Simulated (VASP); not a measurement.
Os:

```
Os
1.0
     2.73410    0.00000    0.00000
    -1.36705    2.36780    0.00000
     0.00000    0.00000    4.31970
Os
2
Direct
  0.66667 0.33333 0.75000
  0.33333 0.66667 0.25000
```

Base run:

* Program: VASP 6.6.1
* Functional: r2SCAN
* Potentials or basis: VASP PAW PBE potentials, release 64 (Os)
* Cutoff: 520 eV
* k mesh: 8 × 8 × 5
* Occupations: fermi-dirac, width 0.05 eV
* Spin: spin-orbit coupling, no magnetisation

Its results: pressure 1.7 GPa.

Question: The run is repeated on the same cell with these changes: functional from r2SCAN to SCAN. What comes out?

Answer: Pressure -10.0 GPa.

Caveats: the PAW data sets were made with another functional, which shifts forces and pressure a little.
